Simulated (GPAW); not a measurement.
# GaN (F-43m) in GPAW: notebook

The runs below take GaN through single point, with PBE.

All numbers are computed with GPAW 26.7.0; they aren't measurements. Logs are shortened: lines on timing, memory, paths and dates and some standing lists are left out, and cuts for length are marked. The log counts tension as positive stress, the text compression.

**Measured values to compare with.**

From a printed reference work, textbook, for a bulk crystal of GaN at 0 K: band gap 3.299 eV (direct).

The results are compared with them further down.

### Step 1. The structure

Symmetry: F-43m, No. 216, cubic system. Conventional cell: a = 4.507 Å, b = 4.507 Å, c = 4.507 Å, α = 90.00°, β = 90.00°, γ = 90.00°. Ga (site symmetry -43m) has 4 N at 1.95 Å as nearest neighbours. Around N (site symmetry -43m) lie 4 Ga at 1.95 Å.

The cell is a database's computed one.

### Step 2. Single point, PBE (volume scaled by 1.04)

File run.py:

```python
from ase import Atoms
from ase.dft.bandgap import bandgap
from ase.io import write
from ase.units import GPa
from gpaw import GPAW, PW

atoms = Atoms(['Ga', 'N'],
              cell=[[0.0, 2.283155332, 2.283155332],
                    [2.283155332, 0.0, 2.283155332],
                    [2.283155332, 2.283155332, 0.0]],
              scaled_positions=[[0.0, 0.0, 0.0],
                                [0.25, 0.25, 0.25]],
              pbc=True)

calc = GPAW(mode=PW(650),
            xc='PBE',
            kpts={'size': (8, 8, 8), 'gamma': True},
            occupations={'name': 'fermi-dirac', 'width': 0.01},
            nbands=11,
            convergence={'density': 1e-05, 'energy': 1e-05},
            maxiter=150,
            txt='gpaw.txt')
atoms.calc = calc
energy = atoms.get_potential_energy()
forces = atoms.get_forces()
stress = atoms.get_stress()
calc.write('gs.gpw')
write('result.traj', atoms)
print(f'Energy: {energy:.6f} eV')
print('Forces (eV/A):')
print(forces.round(4))
print('Stress (GPa):', (stress / GPa).round(3))
print('Fermi level:', round(calc.get_fermi_level(), 4), 'eV')
print(f'Gap: {bandgap(calc)[0]:.4f} eV, direct: {bandgap(calc, direct=True)[0]:.4f} eV')
```

Potentials or basis: GPAW PAW data sets (gpaw-data 1.2.1), pw.

Started as:

```console
> OMP_NUM_THREADS=1 python run.py
```

gpaw.txt:

```text
__  _  _
 | _ |_)|_||  |
 |__||  | ||/\| - 26.7.0

Input parameters:
  mode=PW(ecut=650.0),
  convergence={'density': 1e-05, 'energy': 1e-05},
  kpts=MonkhorstPack(size=(8, 8, 8), gamma=True),
  maxiter=150,
  nbands=11,
  occupations=Occupations(name='fermi-dirac', width=0.01),
  xc=XC(name='PBE')

Diagonalizing LCAO Hamiltonian
Converting LCAO to pw mode

           N
       Ga

Atoms  # Å, Bohr magnetons
|   | symbol |        x |        y |        z |    initial magnetic moments |
|---|--------|----------|----------|----------|-----------------------------|
| 0 |     Ga | 0.000000 | 0.000000 | 0.000000 | ( 0.0000,  0.0000,  0.0000) |
| 1 |      N | 1.141578 | 1.141578 | 1.141578 | ( 0.0000,  0.0000,  0.0000) |

Unit cell  # Å
| periodic |        x |        y |        z |  lengths |    angles |
|----------|----------|----------|----------|----------|-----------|
|      yes | 0.000000 | 2.283155 | 2.283155 | 3.228869 | 60.000000 |
|      yes | 2.283155 | 0.000000 | 2.283155 | 3.228869 | 60.000000 |
|      yes | 2.283155 | 2.283155 | 0.000000 | 3.228869 | 60.000000 |

Number of symmetries: 24
Symmetry operations  # r_c * U_cc + t_c -> r_c
|    | kind |            matrix            |
|----|------|------------------------------|
|  0 |  E   |  1, 0, 0,  0, 1, 0,  0, 0, 1 |
|  1 |  σ   |  1, 0, 0,  0, 0, 1,  0, 1, 0 |
|  2 |  σ   |  1, 0,-1,  0, 1,-1,  0, 0,-1 |
|  3 |  C3  |  1, 0,-1,  0, 0,-1,  0, 1,-1 |
|  4 |  C3  |  1,-1, 0,  0,-1, 1,  0,-1, 0 |
|  5 |  σ   |  1,-1, 0,  0,-1, 0,  0,-1, 1 |
|  6 |  σ   |  0, 1, 0,  1, 0, 0,  0, 0, 1 |
|  7 |  C3  |  0, 1, 0,  0, 0, 1,  1, 0, 0 |
|  8 |  C2  |  0, 1,-1,  1, 0,-1,  0, 0,-1 |
|  9 |  S4  |  0, 1,-1,  0, 0,-1,  1, 0,-1 |
| 10 |  C3  |  0, 0, 1,  1, 0, 0,  0, 1, 0 |
| 11 |  σ   |  0, 0, 1,  0, 1, 0,  1, 0, 0 |
| 12 |  S4  |  0, 0,-1,  1, 0,-1,  0, 1,-1 |
| 13 |  C3  |  0, 0,-1,  0, 1,-1,  1, 0,-1 |
| 14 |  S4  |  0,-1, 1,  1,-1, 0,  0,-1, 0 |
| 15 |  C2  |  0,-1, 1,  0,-1, 0,  1,-1, 0 |
| 16 |  C3  |  0,-1, 0,  1,-1, 0,  0,-1, 1 |
| 17 |  S4  |  0,-1, 0,  0,-1, 1,  1,-1, 0 |
| 18 |  S4  | -1, 1, 0, -1, 0, 1, -1, 0, 0 |
| 19 |  C3  | -1, 1, 0, -1, 0, 0, -1, 0, 1 |
| 20 |  C3  | -1, 0, 1, -1, 1, 0, -1, 0, 0 |
| 21 |  S4  | -1, 0, 1, -1, 0, 0, -1, 1, 0 |
| 22 |  σ   | -1, 0, 0, -1, 1, 0, -1, 0, 1 |
| 23 |  C2  | -1, 0, 0, -1, 0, 1, -1, 1, 0 |

BZ-sampling:
  Number of BZ points: 512
  Number of IBZ points: 29

  Monkhorst-Pack size: [8, 8, 8]
  Monkhorst-Pack shift: [0.0625, 0.0625, 0.0625]

K-points  # in reciprocal-cell coordinates
|     |                                coordinates |     weight |
|-----|--------------------------------------------|------------|
|   0 | (  0.00000000,   0.00000000,   0.00000000) | 0.00195312 |
|   1 | (  0.12500000,   0.12500000,   0.00000000) | 0.01171875 |
|   2 | (  0.12500000,   0.12500000,   0.12500000) | 0.01562500 |
|   3 | (  0.25000000,   0.12500000,   0.12500000) | 0.02343750 |
|   4 | (  0.25000000,   0.25000000,   0.00000000) | 0.01171875 |
|   5 | (  0.25000000,   0.25000000,   0.12500000) | 0.04687500 |
|   6 | (  0.25000000,   0.25000000,   0.25000000) | 0.01562500 |
|   7 | (  0.37500000,   0.25000000,  -0.37500000) | 0.04687500 |
|   8 | (  0.37500000,   0.25000000,   0.12500000) | 0.04687500 |
|   9 | (  0.37500000,   0.25000000,   0.25000000) | 0.04687500 |
| ... |                                            |            |
|  28 | (  0.50000000,   0.50000000,   0.50000000) | 0.00781250 |

Plane wave coefficients: 934
Cutoff: 650.0 eV

Spin-components: 1 (collinear spins)
Bands:           11
Projectors:      10
Spin-degeneracy: 2
Datatype:        complex128

Density:
  Valence electrons: 8.0
  Components: 1
  Grid points: [20 20 20]
  Charge: 0.0  # |e|

Potential:
  Grid points: [20 20 20]

species:
  Ga:
    name:    Gallium
    Z:       31.0
    valence: 3
    core:    28
    charge:  0.0  # [|e|]
    compensation charges:
      type: gauss
      rc: 0.37  # [Å]
      lmax: 2
    cutoffs:
      filter: 2.06  # [Å]
      core: 4.17  # [Å]
    projectors
    | kind |    occ | energy [eV] | rcut [Å] |
    |------|--------|-------------|----------|
    |   4s |  2.000 |      -8.945 |    1.164 |
    |   4p |  1.000 |      -2.580 |    1.164 |
    |    s |        |      18.266 |    1.164 |
    |    p |        |      24.631 |    1.164 |
    |    d |        |       0.000 |    1.164 |

    Using partial waves for Ga as LCAO basis

  N:
    name:    Nitrogen
    Z:       7.0
    valence: 5
    core:    2
    charge:  0.0  # [|e|]
    compensation charges:
      type: gauss
      rc: 0.18  # [Å]
      lmax: 2
    cutoffs:
      filter: 1.11  # [Å]
      core: 0.96  # [Å]
    projectors
    | kind |    occ | energy [eV] | rcut [Å] |
    |------|--------|-------------|----------|
    |   2s |  2.000 |     -18.583 |    0.603 |
    |   2p |  3.000 |      -7.089 |    0.529 |
    |    s |        |       8.629 |    0.603 |
    |    p |        |      20.123 |    0.529 |
    |    d |        |       0.000 |    0.577 |

    Using partial waves for N as LCAO basis

Reference energy: -54366.393033  # eV

eigensolver:
  PPCG
  Converge bands: occupied
  niter=2

density mixing:
  MSR1-Mixer
  Pratt-step length: 0.05
  Maximum mixing coefficient: 0.75
  Old densities: 10
  SVD Regularization: 0.005
  Good broyden scale: 1.0
  Trust region scale: 1.0
  Backstep threshold: 4.0
  History deletion threshold: 6.0
  Fourier metric: weight=20.0, sigma=0.015

occupation numbers:
  Fermi-Dirac:
    width: 0.0100  # eV

poisson solver:
  ecut: 5200.0  # eV

xc functional:
  name: PBE with 2 nearest neighbor stencil

convergence criteria:
- Maximum integral of absolute [dens]ity change: 1e-05 electrons / valence electron
- Maximum [total energy] change in last 3 cyles: 1e-05 eV / valence electron
- Maximum integral of absolute [eigenst]ate change: 4e-08 eV^2 / valence electron
maximum number of iterations: 150

SCF iterations
|iter     | |      energy | eigst |  dens |
|---------|-|-------------|-------|-------|
|iter:   1| |  -13.785170 | -0.33 |       |
|iter:   2| |  -13.306775 | -2.06 | -0.57 |
|iter:   3| |  -12.052278 | -0.73 | -0.63 |
|iter:   4| |  -12.050744 | -3.28 | -1.28 |
|iter:   5| |  -12.051463 | -3.56 | -1.55 |
|iter:   6| |  -12.051490 | -5.42 | -2.84 |
|iter:   7| |  -12.051503c| -6.20 | -3.15 |
|iter:   8| |  -12.051503c| -8.28c| -4.38 |
|iter:   9| |  -12.051503c| -7.92c| -4.82 |
|iter:  10| |  -12.051503c| -9.40c| -6.07c|

Converged in 10 steps
Energy contributions relative to reference atoms: (reference = -54366.393033)

Energy contributions:
  Kinetic:          27.084732
  Coulomb:         -23.932114
  Zero:              0.076855
  External:          0.000000
  Xc:              -15.280976
  Entropy:          -0.000000
  Spinorbit:         0.000000
  ----------------------------
  Free energy:     -12.051503
  Extrapolated:    -12.051503

dipole moment: (-12.698481, -12.698481, -12.698481)  # |e|*Ang

Fermi level: 6.126
Eigenvalues  # (at kpt = [0.000, 0.000, 0.000])
| band index |      eig [eV] | occ [0-2] |
|------------|---------------|-----------|
|          0 |        -9.608 |     2.000 |
|          1 |         5.938 |     2.000 |
|          2 |         5.938 |     2.000 |
|          3 |         5.938 |     2.000 |
|          4 |         7.500 |     0.000 |
|          5 |        16.081 |     0.000 |
|          6 |        16.081 |     0.000 |
|          7 |        16.081 |     0.000 |
|          8 |        23.094 |     0.000 |
|          9 |        24.081 |     0.000 |
|         10 |        24.099 |     0.000 |

Gap: 1.562 eV
Transition (v -> c):
  (s=0, k=0, n=3, [0.00, 0.00, 0.00]) -> (s=0, k=0, n=4, [0.00, 0.00, 0.00])
No difference between direct/indirect transitions

Forces  # eV/Ang
|        x |       y |        z |
|----------|---------|----------|
| -0.00000 | 0.00000 |  0.00000 |  # Ga   0
| -0.00000 | 0.00000 | -0.00000 |  # N    1

Stress tensor  # eV/Ang^3
|         x |         y |         z |
|-----------|-----------|-----------|
| -0.006106 | -0.000000 | -0.000000 |
| -0.000000 | -0.006106 | -0.000000 |
| -0.000000 | -0.000000 | -0.006106 |

# Writing to gs.gpw (mode='')
```

Wall time 7.2 s (1 thread of Arm Neoverse V1, shared host); peak memory 0.13 GiB.

What came out:

```
Free energy            : -12.0515 eV
Pressure               : 1.0 GPa
Band gap on the k mesh : 1.56 eV, direct
```

Caveat: the cutoff is short for stress and forces, so pressures can be off by a GPa or more.

### Step 3. Single point, PBE

Edit run.py of step 2 so:

```diff
@@ -7,5 +7,5 @@
 atoms = Atoms(['Ga', 'N'],
-              cell=[[0.0, 2.283155332, 2.283155332],
-                    [2.283155332, 0.0, 2.283155332],
-                    [2.283155332, 2.283155332, 0.0]],
+              cell=[[0.0, 2.2535006075, 2.2535006075],
+                    [2.2535006075, 0.0, 2.2535006075],
+                    [2.2535006075, 2.2535006075, 0.0]],
               scaled_positions=[[0.0, 0.0, 0.0],
@@ -14,3 +14,3 @@
 
-calc = GPAW(mode=PW(650),
+calc = GPAW(mode=PW(600),
             xc='PBE',
```

Potentials or basis: GPAW PAW data sets (gpaw-data 1.2.1), pw.

Started as:

```console
> OMP_NUM_THREADS=1 python run.py
```

gpaw.txt:

```text
__  _  _
 | _ |_)|_||  |
 |__||  | ||/\| - 26.7.0

Input parameters:
  mode=PW(ecut=600.0),
  convergence={'density': 1e-05, 'energy': 1e-05},
  kpts=MonkhorstPack(size=(8, 8, 8), gamma=True),
  maxiter=150,
  nbands=11,
  occupations=Occupations(name='fermi-dirac', width=0.01),
  xc=XC(name='PBE')

Diagonalizing LCAO Hamiltonian
Converting LCAO to pw mode

           N
       Ga

Atoms  # Å, Bohr magnetons
|   | symbol |        x |        y |        z |    initial magnetic moments |
|---|--------|----------|----------|----------|-----------------------------|
| 0 |     Ga | 0.000000 | 0.000000 | 0.000000 | ( 0.0000,  0.0000,  0.0000) |
| 1 |      N | 1.126750 | 1.126750 | 1.126750 | ( 0.0000,  0.0000,  0.0000) |

Unit cell  # Å
| periodic |        x |        y |        z |  lengths |    angles |
|----------|----------|----------|----------|----------|-----------|
|      yes | 0.000000 | 2.253501 | 2.253501 | 3.186931 | 60.000000 |
|      yes | 2.253501 | 0.000000 | 2.253501 | 3.186931 | 60.000000 |
|      yes | 2.253501 | 2.253501 | 0.000000 | 3.186931 | 60.000000 |

Number of symmetries: 24
Symmetry operations  # r_c * U_cc + t_c -> r_c
|    | kind |            matrix            |
|----|------|------------------------------|
|  0 |  E   |  1, 0, 0,  0, 1, 0,  0, 0, 1 |
|  1 |  σ   |  1, 0, 0,  0, 0, 1,  0, 1, 0 |
|  2 |  σ   |  1, 0,-1,  0, 1,-1,  0, 0,-1 |
|  3 |  C3  |  1, 0,-1,  0, 0,-1,  0, 1,-1 |
|  4 |  C3  |  1,-1, 0,  0,-1, 1,  0,-1, 0 |
|  5 |  σ   |  1,-1, 0,  0,-1, 0,  0,-1, 1 |
|  6 |  σ   |  0, 1, 0,  1, 0, 0,  0, 0, 1 |
|  7 |  C3  |  0, 1, 0,  0, 0, 1,  1, 0, 0 |
|  8 |  C2  |  0, 1,-1,  1, 0,-1,  0, 0,-1 |
|  9 |  S4  |  0, 1,-1,  0, 0,-1,  1, 0,-1 |
| 10 |  C3  |  0, 0, 1,  1, 0, 0,  0, 1, 0 |
| 11 |  σ   |  0, 0, 1,  0, 1, 0,  1, 0, 0 |
| 12 |  S4  |  0, 0,-1,  1, 0,-1,  0, 1,-1 |
| 13 |  C3  |  0, 0,-1,  0, 1,-1,  1, 0,-1 |
| 14 |  S4  |  0,-1, 1,  1,-1, 0,  0,-1, 0 |
| 15 |  C2  |  0,-1, 1,  0,-1, 0,  1,-1, 0 |
| 16 |  C3  |  0,-1, 0,  1,-1, 0,  0,-1, 1 |
| 17 |  S4  |  0,-1, 0,  0,-1, 1,  1,-1, 0 |
| 18 |  S4  | -1, 1, 0, -1, 0, 1, -1, 0, 0 |
| 19 |  C3  | -1, 1, 0, -1, 0, 0, -1, 0, 1 |
| 20 |  C3  | -1, 0, 1, -1, 1, 0, -1, 0, 0 |
| 21 |  S4  | -1, 0, 1, -1, 0, 0, -1, 1, 0 |
| 22 |  σ   | -1, 0, 0, -1, 1, 0, -1, 0, 1 |
| 23 |  C2  | -1, 0, 0, -1, 0, 1, -1, 1, 0 |

BZ-sampling:
  Number of BZ points: 512
  Number of IBZ points: 29

  Monkhorst-Pack size: [8, 8, 8]
  Monkhorst-Pack shift: [0.0625, 0.0625, 0.0625]

K-points  # in reciprocal-cell coordinates
|     |                                coordinates |     weight |
|-----|--------------------------------------------|------------|
|   0 | (  0.00000000,   0.00000000,   0.00000000) | 0.00195312 |
|   1 | (  0.12500000,   0.12500000,   0.00000000) | 0.01171875 |
|   2 | (  0.12500000,   0.12500000,   0.12500000) | 0.01562500 |
|   3 | (  0.25000000,   0.12500000,   0.12500000) | 0.02343750 |
|   4 | (  0.25000000,   0.25000000,   0.00000000) | 0.01171875 |
|   5 | (  0.25000000,   0.25000000,   0.12500000) | 0.04687500 |
|   6 | (  0.25000000,   0.25000000,   0.25000000) | 0.01562500 |
|   7 | (  0.37500000,   0.25000000,  -0.37500000) | 0.04687500 |
|   8 | (  0.37500000,   0.25000000,   0.12500000) | 0.04687500 |
|   9 | (  0.37500000,   0.25000000,   0.25000000) | 0.04687500 |
| ... |                                            |            |
|  28 | (  0.50000000,   0.50000000,   0.50000000) | 0.00781250 |

Plane wave coefficients: 778
Cutoff: 600.0 eV

Spin-components: 1 (collinear spins)
Bands:           11
Projectors:      10
Spin-degeneracy: 2
Datatype:        complex128

Density:
  Valence electrons: 8.0
  Components: 1
  Grid points: [20 20 20]
  Charge: 0.0  # |e|

Potential:
  Grid points: [20 20 20]

species:
  Ga:
    name:    Gallium
    Z:       31.0
    valence: 3
    core:    28
    charge:  0.0  # [|e|]
    compensation charges:
      type: gauss
      rc: 0.37  # [Å]
      lmax: 2
    cutoffs:
      filter: 2.06  # [Å]
      core: 4.17  # [Å]
    projectors
    | kind |    occ | energy [eV] | rcut [Å] |
    |------|--------|-------------|----------|
    |   4s |  2.000 |      -8.945 |    1.164 |
    |   4p |  1.000 |      -2.580 |    1.164 |
    |    s |        |      18.266 |    1.164 |
    |    p |        |      24.631 |    1.164 |
    |    d |        |       0.000 |    1.164 |

    Using partial waves for Ga as LCAO basis

  N:
    name:    Nitrogen
    Z:       7.0
    valence: 5
    core:    2
    charge:  0.0  # [|e|]
    compensation charges:
      type: gauss
      rc: 0.18  # [Å]
      lmax: 2
    cutoffs:
      filter: 1.11  # [Å]
      core: 0.96  # [Å]
    projectors
    | kind |    occ | energy [eV] | rcut [Å] |
    |------|--------|-------------|----------|
    |   2s |  2.000 |     -18.583 |    0.603 |
    |   2p |  3.000 |      -7.089 |    0.529 |
    |    s |        |       8.629 |    0.603 |
    |    p |        |      20.123 |    0.529 |
    |    d |        |       0.000 |    0.577 |

    Using partial waves for N as LCAO basis

Reference energy: -54366.393033  # eV

eigensolver:
  PPCG
  Converge bands: occupied
  niter=2

density mixing:
  MSR1-Mixer
  Pratt-step length: 0.05
  Maximum mixing coefficient: 0.75
  Old densities: 10
  SVD Regularization: 0.005
  Good broyden scale: 1.0
  Trust region scale: 1.0
  Backstep threshold: 4.0
  History deletion threshold: 6.0
  Fourier metric: weight=20.0, sigma=0.015

occupation numbers:
  Fermi-Dirac:
    width: 0.0100  # eV

poisson solver:
  ecut: 4800.0  # eV

xc functional:
  name: PBE with 2 nearest neighbor stencil

convergence criteria:
- Maximum integral of absolute [dens]ity change: 1e-05 electrons / valence electron
- Maximum [total energy] change in last 3 cyles: 1e-05 eV / valence electron
- Maximum integral of absolute [eigenst]ate change: 4e-08 eV^2 / valence electron
maximum number of iterations: 150

SCF iterations
|iter     | |      energy | eigst |  dens |
|---------|-|-------------|-------|-------|
|iter:   1| |  -13.683373 | -0.32 |       |
|iter:   2| |  -13.206661 | -2.06 | -0.57 |
|iter:   3| |  -11.920659 | -0.70 | -0.62 |
|iter:   4| |  -11.919030 | -3.24 | -1.30 |
|iter:   5| |  -11.919787 | -3.52 | -1.57 |
|iter:   6| |  -11.919814 | -5.55 | -2.84 |
|iter:   7| |  -11.919827c| -6.23 | -3.17 |
|iter:   8| |  -11.919827c| -8.37c| -4.37 |
|iter:   9| |  -11.919827c| -8.04c| -4.86 |
|iter:  10| |  -11.919827c| -9.44c| -5.93c|

Converged in 10 steps
Energy contributions relative to reference atoms: (reference = -54366.393033)

Energy contributions:
  Kinetic:          32.995213
  Coulomb:         -28.725128
  Zero:              0.056277
  External:          0.000000
  Xc:              -16.246189
  Entropy:          -0.000000
  Spinorbit:         0.000000
  ----------------------------
  Free energy:     -11.919827
  Extrapolated:    -11.919827

dipole moment: (-12.570948, -12.570948, -12.570948)  # |e|*Ang

Fermi level: 6.608
Eigenvalues  # (at kpt = [0.000, 0.000, 0.000])
| band index |      eig [eV] | occ [0-2] |
|------------|---------------|-----------|
|          0 |        -9.481 |     2.000 |
|          1 |         6.408 |     2.000 |
|          2 |         6.408 |     2.000 |
|          3 |         6.408 |     2.000 |
|          4 |         8.212 |     0.000 |
|          5 |        16.801 |     0.000 |
|          6 |        16.801 |     0.000 |
|          7 |        16.801 |     0.000 |
|          8 |        24.093 |     0.000 |
|          9 |        24.823 |     0.000 |
|         10 |        24.826 |     0.000 |

Gap: 1.804 eV
Transition (v -> c):
  (s=0, k=0, n=3, [0.00, 0.00, 0.00]) -> (s=0, k=0, n=4, [0.00, 0.00, 0.00])
No difference between direct/indirect transitions

Forces  # eV/Ang
|       x |        y |        z |
|---------|----------|----------|
| 0.00000 | -0.00000 |  0.00000 |  # Ga   0
| 0.00000 | -0.00000 | -0.00000 |  # N    1

Stress tensor  # eV/Ang^3
|         x |         y |         z |
|-----------|-----------|-----------|
| -0.043909 | -0.000000 |  0.000000 |
| -0.000000 | -0.043909 |  0.000000 |
|  0.000000 |  0.000000 | -0.043909 |

# Writing to gs.gpw (mode='')
```

It took 6.4 s on 1 thread of Arm Neoverse V1, shared host; peak memory 0.13 GiB.

What came out:

| Property | Result |
| --- | --- |
| Free energy | -11.9198 eV |
| Pressure | 7.0 GPa |
| Band gap on the k mesh | 1.80 eV, direct |

Caveat: the cutoff is short for stress and forces, so pressures can be off by a GPa or more.

(Part 1 of 2 ends here.)
